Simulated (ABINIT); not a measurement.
The system is SnO2 (Cassiterite).

```
Sn O
1.0
     4.73800    0.00000    0.00000
     0.00000    4.73800    0.00000
     0.00000    0.00000    3.18650
Sn O
2 4
Direct
  0.50000 0.50000 0.50000
  0.00000 0.00000 0.00000
  0.80710 0.19290 0.50000
  0.69290 0.69290 0.00000
  0.19290 0.80710 0.50000
  0.30710 0.30710 0.00000
```

Base run:

- Program: ABINIT 10.8.3 (patched build)
- Functional: PBE
- Potentials or basis: JTH PAW PBE v2.0
- Cutoff: 626 eV
- k mesh: 6 × 6 × 8
- Occupations: fermi-dirac, width 0.05 eV
- Spin: no spin polarisation

Its results: band gap on the k mesh 1.28 eV, direct; pressure 10.0 GPa; largest force 0.259 eV/Å.

Problem. After a change of settings the same cell gave: band gap on the k mesh 1.18 eV, direct; pressure 3.8 GPa; largest force 0.196 eV/Å. Which change was it?
A. k mesh from 6 × 6 × 8 to 4 × 4 × 5
B. functional from PBE to PBEsol
C. k mesh from 6 × 6 × 8 to 2 × 2 × 3
D. functional from PBE to LDA; potentials or basis from JTH PAW PBE v2.0 to JTH PAW LDA v2.0

Solution. B.

PBEsol binds more tightly than PBE, so the same cell stands under less pressure.

Caveats: spin-orbit coupling is left out, which moves the levels of the heavy elements; the PAW data sets were made with another functional, which shifts forces and pressure a little (some runs).

Not every run made on this cell is shown here.
